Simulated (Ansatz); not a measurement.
# ZrN: elastic constants, part 1 of 3

How stiff is the crystal, and how unevenly? Runs: cell and atoms relaxed (PAW); reference run (PAW and LAPW); strain amplitude 0.0002 (PAW).

The COD entry's cell or inner coordinates are ideal or old and differ from later refinements, so a difference from it is no clean test against experiment.

Method: DFT LDA, frozen-core PAW and all-electron LAPW, scalar-relativistic unless said, in Ansatz 0.2.0.

2 further runs of the same task are left out: 2 set aside as unsound or not needed.

### Step 1. The starting structure

Symmetry: Fm-3m, No. 225, cubic system. The conventional cell has a = 4.600 Å, b = 4.600 Å, c = 4.600 Å, α = 90.00°, β = 90.00°, γ = 90.00°. Zr (site symmetry m-3m) has 6 N at 2.30 Å as nearest neighbours. N (site symmetry m-3m) has 6 Zr at 2.30 Å as nearest neighbours.

Coordinates:

```cif
data_structure
_symmetry_space_group_name_H-M 'P 1'
_symmetry_Int_Tables_number 1
_cell_length_a 3.2527
_cell_length_b 3.2527
_cell_length_c 3.2527
_cell_angle_alpha 60.000
_cell_angle_beta 60.000
_cell_angle_gamma 60.000
_cell_volume 24.33
loop_
_atom_site_label
_atom_site_type_symbol
_atom_site_fract_x
_atom_site_fract_y
_atom_site_fract_z
_atom_site_occupancy
Zr1 Zr 0.50000 0.50000 0.50000 1
N1 N 0.00000 0.00000 0.00000 1
```

Cartesian axes are those of the input's lattice vectors. The structure goes back to a database entry.

### Step 2. Cell and atoms relaxed, PAW

Input file input.yaml:

```yaml
crystal:
  lattice:
    - [0.0, 2.3, 2.3]
    - [2.3, 0.0, 2.3]
    - [2.3, 2.3, 0.0]
  atoms:
    - { symbol: Zr, position: [0.5, 0.5, 0.5] }
    - { symbol: "N", position: [0.0, 0.0, 0.0] }
kpoints:
  mp_grid: { grid: [16, 16, 16] }
scf:
  occupations: { method: fermi_dirac, width: 0.1 }
hamiltonian:
  xc: lda
  pseudopotentials: { kind: paw }
relax:
  f_tol: 0.002
  max_steps: 80
  cell: {}
output:
  forces: true
  stress: true
```

Launch:

```sh
> ansatz run input.yaml --threads 1 --pin off --max-ram 2560MiB --backend cpu --events-out ev --progress --plain --runs-dir out
```

What it wrote, shortened:

```text
[...]
Pseudopotentials: kind: paw
Pseudopotential: Zr, paw, valence charge 12, recommended cutoff 420 eV (normal), Zr.paw.azcp
Pseudopotential: N, paw, valence charge 5, recommended cutoff 420 eV (normal), N.paw.azcp
Functional definition: SPW92
[...]
Crystal: 2 atoms, lattice volume = 24.334 Å³
Basis set: ecut = 420 eV, 531 PW (Γ)
Bands: 13, of which v1, the nominal top of the filled ones, is band 9 counted from 1 (8 counted from 0)
Symmetry: 48 space group operations
Space group: Fm-3m (ITA 225), of the structure as read, at distance tolerance 2.9e-5 Å
k-points: 145 of 4096
[...]
relax step   3: F+E_penalty+E_count = -4455.35582535 eV  Δ(F+E_penalty+E_count) = -2.393e-2 eV  max|allowed force component| = 7.560e-30 eV/Å  Δτ_max = 0.0000 Å  P = -0.790 GPa  Ω = 23.241 Å³  energy of the carried Pulay correction = +3.370e-3 eV  (6 SCF iters, dr2 threshold 2.00e-7 eV, accepted)
[...]
relax step   4: F+E_penalty+E_count = -4455.35617679 eV  Δ(F+E_penalty+E_count) = -3.514e-4 eV  max|allowed force component| = 8.447e-30 eV/Å  Δτ_max = 0.0000 Å  P = -0.044 GPa  Ω = 23.180 Å³  energy of the carried Pulay correction = +3.562e-3 eV  (6 SCF iters, dr2 threshold 2.00e-7 eV, accepted)
[...]
SCF iter   1: F=—  HF=-4455.353352 eV  |F-HF|=—  |Δ(HF+E_count)|=         —  Δρ=2.52e-4  dr2=2.39e-6  ethr=4.64e-8  ⟨swp⟩=3.1  Hψ=14763  notcnv=0
[...]
```

### Step 3. More of the same log: cell and atoms relaxed by PAW

Output, continued, shortened:

```text
SCF iter   2: F=—  HF=-4455.353352 eV  |F-HF|=—  |Δ(HF+E_count)|=   4.66e-7  Δρ=1.16e-4  dr2=3.54e-7  ethr=1.41e-8  ⟨swp⟩=2.2  Hψ=2378  notcnv=0
[...]
relax step   5: F+E_penalty+E_count = -4455.35335240 eV  Δ(F+E_penalty+E_count) = +2.824e-3 eV  max|allowed force component| = 9.203e-30 eV/Å  Δτ_max = 0.0000 Å  P = -0.232 GPa  Ω = 23.180 Å³  stress off target by 2.32e-1 GPa  SCF on the basis re-selected at this cell (its energy is not [...]
  cell:  # Å, volume = 23.1608 Å³
    - [-1.8327416280821326e-33, 2.2624277450111654, 2.2624277450111654]
    - [2.2624277450111654, 1.9903797003498516e-35, 2.2624277450111654]
    - [2.2624277450111654, 2.2624277450111654, -2.8581852497023713e-34]
  atoms:
    - { symbol: Zr, position: [0.5, 0.5, 0.5] }
    - { symbol: N, position: [-2.834815361981933e-35, 2.5731400977988846e-35, 3.183715714225878e-35] }
```

It took 26 s on 1 thread of Arm Neoverse N1, shared host; peak memory 0.33 GiB.

Step by step:

```
step  energy from step 1 (eV/cell)  largest force component (eV/Å)  pressure (GPa)  volume (Å³)
   1                        0.0000                          0.0000          -12.59        24.33
   2                       -0.0267                          0.0000           10.97        22.37
   3                       -0.0507                          0.0000           -0.79        23.24
   4                       -0.0510                          0.0000           -0.04        23.18
   5                       -0.0482                          0.0000           -0.23        23.18
   6                       -0.0483                          0.0000            0.00        23.16
   7                       -0.0482                          0.0000            0.00        23.16
```

Step 1 is the start. Steps 5, 7 repeat the geometry before on a plane-wave basis chosen anew for that cell, so the energy can jump there without any move; the table keeps such jumps.

| input's cell | before | after | change |
| --- | --- | --- | --- |
| a (Å) | 3.253 | 3.200 | -1.6 % |
| b (Å) | 3.253 | 3.200 | -1.6 % |
| c (Å) | 3.253 | 3.200 | -1.6 % |
| volume (Å³/atom) | 12.17 | 11.58 | -4.8 % |

(Continued in part 2 of 3.)
